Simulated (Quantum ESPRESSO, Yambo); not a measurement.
# Quasiparticle gap of BeTe (F-43m) in Yambo, part 3 of 3

Aim: the G0W0 gap of BeTe (F-43m) on PBE, step by step.

Quantum ESPRESSO 7.5 and Yambo 5.3.0; PBE and many-body steps on it, plane waves. Known limits of the many-body steps: not at the basis limit; exchange with frozen shells missing; no spin-orbit coupling; coarse k mesh.

So far. Step 3 (Bands along the symmetry lines): The gap is 1.864 eV, as in the run before at this level. Step 4 (Empty states on the mesh, 4×4×4 mesh, 121 bands): On this mesh the gap is 1.864 eV.

The database entry behind the starting cell differs from later determinations by our own check (an axis about 1.5 % short against later determinations), so it need not match the best structure at ambient conditions.

## Step 6: Screening and self-energy, 4×4×4 mesh, 121 bands, screening to 142.9 eV

G0W0 replaces the xc potential by the self-energy, built once from these orbitals. Only a window of levels is corrected, while the sums run over the empty bands that the input names.

This step: G0W0 on PBE, plane waves, norm-conserving pseudopotentials.

File gw1.in:

```
HF_and_locXC
gw0
dyson
ppa
em1d
rim_cut
RandQpts= 1000000
RandGvec= 1 RL
EXXRLvcs= 76 Ry
VXCRLvcs= 304 Ry
Chimod= "HARTREE"
% BndsRnXp
 1 | 121 |
%
NGsBlkXp= 10.5 Ry
% LongDrXp
 1 | 1 | 1 |
%
% GbndRnge
 1 | 121 |
%
DysSolver= "n"
ExtendOut
PPAPntXp= 27.21138 eV
% QPkrange
 1 | 1 | 9 | 12 |
 7 | 7 | 9 | 12 |
%
```

Command:

```console
$ OMP_NUM_THREADS=1 mpirun -n 4 yambo -F gw1.in -J gw1 -C gw1 > gw1.log
```

What it wrote:

```text
 Yambo, version 5.3.0

 [02] CORE Variables Setup
 =========================

  [... cell, symmetries and grids as in the set-up ...]

  [02.05] Energies & Occupations
  ==============================

  [X] === General ===
  [X] Electronic Temperature                        :  0.000000  0.000000 [eV K]
  [X] Bosonic    Temperature                        :  0.000000  0.000000 [eV K]
  [X] Finite Temperature mode                       : no
  [X] El. density                                   :  0.47050E+24 [cm-3]
  [X] Fermi Level                                   :  8.437427 [eV]

  [X] === Gaps and Widths ===
  [X] Conduction Band Min                           :  1.864207 [eV]
  [X] Valence Band Max                              :  0.000000 [eV]
  [X] Filled Bands                                  :  10
  [X] Empty Bands                                   :   11  121
  [X] Direct Gap                                    :  3.605898 [eV]
  [X] Direct Gap localized at k                     :  1
  [X] Indirect Gap                                  :  1.864207 [eV]
  [X] Indirect Gap between kpts                     :   1   7
  [X] Last valence band width                       :  3.441678 [eV]
  [X] 1st conduction band width                     :  3.469896 [eV]

 [03] Transferred momenta grid and indexing
 ==========================================

 IBZ Q-points                                      :   8
 BZ  Q-points                                      :   64

 K/Q-points units:
 rlu = crystal or reduced units; cc = cartesian coordinates; iku = interal k-units

 Q [1]          [rlu]:  0.000000  0.000000  0.000000
 Q [2]          [rlu]: -0.61447E-17 -0.61447E-17  0.25000
 Q [3]          [rlu]:  0.12289E-16  0.12289E-16 -0.50000
 Q [4]          [rlu]:  0.22146E-16  0.25000      0.25000
 Q [5]          [rlu]: -0.24636E-16  0.25000      0.50000
 Q [6]          [rlu]:  0.12289E-16  0.25000     -0.25000
 Q [7]          [rlu]: -0.44291E-16 -0.50000     -0.50000
 Q [8]          [rlu]:  0.250000 -0.500000 -0.250000

 [04] Coloumb potential Random Integration (RIM)
 ===============================================

  [04.01] RIM initialization
  ==========================

  * Diagonal components only detected *

  8 x (sBL volume)        :  0.108090 [a.u.]
  sBZ random points       :  1000000
  Points outside the sBZ  :   7987327
  RL volume               :  0.864716 [a.u.]
  Integrated volume       :  0.866088 [a.u.]

  [04.02] RIM integrals
  =====================

  Gamma point sphere radius             :  0.086406 [a.u.]
  Points outside the sphere             :   799513
  [Int_sBZ(q=0) 1/q^2]*(Vol_sBZ)^(-1/3) =:  7.764325
                                 should be <:  7.795600

  Summary of Coulomb integrals for non-metallic bands |Q|[au] RIM/Bare

  Q [1] 0.100000E-4 0.995988 * Q [2] 0.259879 1.065884
  Q [4] 0.300083 1.064810 * Q [6] 0.424381 1.027704
  Q [5] 0.497631 1.020409 * Q [3] 0.519759 1.018308
  Q [7] 0.600166 1.014905 * Q [8] 0.671006 1.011860

 [05] Dipoles
 ============

  [05.01] Setup: observables and procedures
  =========================================

 [06] Dynamic Dielectric Matrix (PPA)
 ====================================

 [WR./gw1//ndb.pp]---------------------------------------------------------------
  Brillouin Zone Q/K grids (IBZ/BZ)                :    8   64    8   64
  RL vectors                                       :   3943 [WF]
  Coulomb cutoff potential                         : none
  Electronic Temperature                           :  0.000000 [K]
  Bosonic    Temperature                           :  0.000000 [K]
  PPA    diel. fun.  energies                      : Perdew, Burke & Ernzerhof(X)+Perdew, Burke & Ernzerhof(C)
  wavefunctions                                    : Perdew, Burke & Ernzerhof(X)+Perdew, Burke & Ernzerhof(C)
  Global Gauge                                     : length
  X matrix size                                    :  181
  X band range                                     :    1  121
  X e/h energy range                               : -1.000000 -1.000000 [eV]
  X Time ordering                                  : R
  X Hxc Kernel                                     : HARTREE
  X Drude frequency                                :  0.000000  0.000000
  X poles                                          :  100.0000 [o/o]
  RL vectors in the sum                            :   3943
  [r,Vnl] included                                 : yes
  Field direction                                  :  0.577350E-5  0.577350E-5  0.577350E-5
  BZ energy Double Grid                            : no
  BZ energy DbGd points                            : 0
  BZ Q point size factor                           : -1.000000
  X Optical Averaged directions                    : none

 [07] Local Exchange-Correlation + Non-Local Fock
 ================================================

 [VXC] Plane waves :  25749
 [EXS] Plane waves :   3215

 QP @ state[ 1 ] K range:  1  1
 QP @ state[ 1 ] b range:   9  12
 QP @ state[ 2 ] K range:   7   7
 QP @ state[ 2 ] b range:   9  12

 [xc] Functional : Perdew, Burke & Ernzerhof(X)+Perdew, Burke & Ernzerhof(C)
 [xc] LIBXC used to calculate xc functional
  PP Number of Atomic Species                      :  2
  NLCC RL compoments                               :  25749
  PP Number of Atomic Species                      :  2
  NLCC RL compoments                               :  25749

 [xc] E_xc :  -12.33430 [Ha]
      E_xc :  -24.66860 [Ry]

  Local XC kind (lXC) : Perdew, Burke & Ernzerhof(X)+Perdew, Burke & Ernzerhof(C)
  Non-Local XC kind (nlXC) : Hartree-Fock

  Corrections @ K [1] :  [eV]
 <9|nlXC|9> = -15.32537  0.10609E-16 <9|lXC|9> = -12.66958 -0.47204E-15
 <10|nlXC|10> = -15.32534  0.20540E-17 <10|lXC|10> = -12.66958  0.94409E-16
 <11|nlXC|11> = -5.826571  0.31644E-17 <11|lXC|11> = -10.43606  0.66023E-20
 <12|nlXC|12> = -5.826600 -0.34621E-17 <12|lXC|12> = -10.43606 -0.94414E-16

  Corrections @ K [7] :  [eV]
 <9|nlXC|9> = -14.87692  0.37092E-18 <9|lXC|9> = -11.44079  0.14455E-15
 <10|nlXC|10> = -14.87696 -0.53670E-18 <10|lXC|10> = -11.44079 -0.58006E-20
 <11|nlXC|11> = -5.042728 -0.48083E-17 <11|lXC|11> = -8.978120  0.64905E-16
 <12|nlXC|12> = -5.563484 -0.94015E-18 <12|lXC|12> = -9.758901 -0.47237E-16

 [08] Dyson equation: Newton solver
 ==================================

  [08.01] G0W0 (W PPA)
  ====================

  [  GW  ] Bands range     :    1  121
  [GW/PPA] G damping       :  0.100000 [eV]

  QP @ state[ 1 ] K range:  1  1
  QP @ state[ 1 ] b range:   9  12
  QP @ state[ 2 ] K range:   7   7
  QP @ state[ 2 ] b range:   9  12

   Sc/G bands                                       :    1  121
   Sc/G damping                                     :  0.100000 ev
   Sc bands terminator                              : no
   Sx RL components                                 :   3215

   QP @ state[ 1 ] K range                          :  1  1
   QP @ state[ 1 ] b range                          :   9  12
   QP @ state[ 2 ] K range                          :   7   7
   QP @ state[ 2 ] b range                          :   9  12
   GF energies kind                                 : Perdew, Burke & Ernzerhof(X)+Perdew, Burke & Ernzerhof(C)
   GF WF`s kind                                     : Perdew, Burke & Ernzerhof(X)+Perdew, Burke & Ernzerhof(C)
   Xs energies kind                                 : Perdew, Burke & Ernzerhof(X)+Perdew, Burke & Ernzerhof(C)
   Xs WF`s kind                                     : Perdew, Burke & Ernzerhof(X)+Perdew, Burke & Ernzerhof(C)

 [11] Game Over & Game summary
```

Elapsed: 65 s, on 4 MPI ranks of Arm Neoverse V1, shared host; peak memory 1.5 GiB; 4.3 min of CPU time.

This step gave:

* G0W0 gap on the points computed: 3.235 eV
* starting gap on the mesh: 1.864 eV
* k of the valence top: 0, 0, 0
* k of the conduction bottom: 0, -0.5, -0.5
* least direct G0W0 gap on the computed points: 5.248 eV
* Z at the valence top: 0.8091
* Z at the conduction bottom: 0.8203

The gap on the mesh goes from 1.86 eV to 3.23 eV, a correction of +1.37 eV.

Limits: finite bands, cutoff and mesh; exchange with frozen shells missing; no spin-orbit coupling; coarse k mesh. v1 is the top filled band, c1 the lowest empty one. The levels before and after the correction (eV, zero at the valence-band top of each column):

```csv
,conduction bottom,valence top
Kohn-Sham,1.86,0.00
G0W0,3.23,0.00
```

```csv
,level,energy (eV)
Kohn-Sham,Γ v2-v1,0.000
Kohn-Sham,Γ c1-c2,3.606
Kohn-Sham,(0 -0.5 -0.5) v2-v1,-2.823
Kohn-Sham,(0 -0.5 -0.5) c1,1.864
Kohn-Sham,(0 -0.5 -0.5) c2,2.622
G0W0,Γ v2-v1,0.000
G0W0,Γ c1-c2,5.248
G0W0,(0 -0.5 -0.5) v2-v1,-2.844
G0W0,(0 -0.5 -0.5) c1,3.235
G0W0,(0 -0.5 -0.5) c2,4.152
```

## Step 7: Where the time went

Times are wall times on the hardware named with each run, good to a factor of about two.

```csv
step,time,share,memory (GiB)
ground state,5.1 s,6 %,0.23
bands along the symmetry lines,4.9 s,6 %,0.21
empty states on the mesh,7.6 s,9 %,0.33
conversion and set-up,2.3 s,3 %,0.24
screening and self-energy,65 s,77 %,1.5
```

## Step 8: Summary of results

| Quantity | Value |
| --- | --- |
| PBE gap | 1.86 eV, indirect |
| G0W0 gap on the mesh | 3.23 eV |
| GW settings | 4×4×4 mesh, 121 bands, screening to 142.9 eV, Godby-Needs plasmon pole |
| known limits | not at the basis limit; exchange with frozen shells missing; no spin-orbit coupling; coarse k mesh |

In words: G0W0 moves the gap on the mesh from 1.86 eV to 3.23 eV (+1.37 eV), with Z of 0.81 and 0.82 at the edges. Only 2 of the mesh's irreducible points were corrected, so a valley elsewhere could overtake. The dearest step here is «screening and self-energy». Bands and cutoff are finite, so the gap is not at the basis limit. The miss can reach some tenths of an eV and take either sign; the mesh is an error of its own. In the G0W0 run levels were corrected at 2 k points alone, so a gap called «on the mesh» is the least over those, and an edge elsewhere would be missed. The 4×4×4 mesh is coarse for this cell, which bears on the long-range parts of exchange and screening. The norm-conserving file of at least one element keeps a d shell over frozen s and p shells of the same row. Exchange with those shells is missing from the self-energy, an error of 0.3 to 0.9 eV in cases checked, whose sign depends on which edge lies on those atoms. The many-body steps are scalar-relativistic: spin-orbit coupling is not in them.

[Paths, hosts, dates, memory and timing lines, banners, echoed tables and standing remarks are left out of the program output.]

[Logs are printed without paths, hosts, clocks, repeated set-up lines and the standing remarks that a program may print on its own settings, such as how far it seeks lower states.]

[Runs of the session that timed out or met a known fault of the program may be left out.]

[Hosts, paths, dates, database ids (printed as entryN), source tags and the programs' standing remarks are cut or masked in the printed files.]
